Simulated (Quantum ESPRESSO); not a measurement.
**CoO in Quantum ESPRESSO: the effect of functional**

CoO:

```
Co O
1.0
    -1.50800    1.50800    2.10725
     1.50800   -1.50800    2.10725
     1.50800    1.50800   -2.10725
Co O
1 1
Cartesian
  0.0000 0.0000 0.0000
  0.0000 0.0000 2.1073
```

Alike in all runs:

```yaml
Program: Quantum ESPRESSO 7.5
Task: single point
Potentials_or_basis: PseudoDojo 0.4.1 SR PBEsol standard
Cutoff: 1306 eV
Density_cutoff: 5225 eV
k_mesh: 9 × 9 × 9
Occupations: gaussian, width 0.05 eV
Spin: collinear spin, ferromagnetic start
Starting_moments: "[3.0, 0.0] μB"
Hubbard_terms: Co d U = 2 eV
```

Question: One run gave: pressure -7.6 GPa. Which functional did it use?
A. PBE
B. revPBE
C. PW91
D. PBEsol
E. LDA

Answer: D.

```tsv
functional	pressure (GPa)
LDA	-16.5
PBEsol	-7.6
PBE	1.3
revPBE	5.5
RPBE	7.1
PW91	0.6
```

Caveats: a cell with one magnetic atom can't hold antiferromagnetic order, which such compounds often take; the potentials were made for another functional, which shifts forces and pressure (some runs).
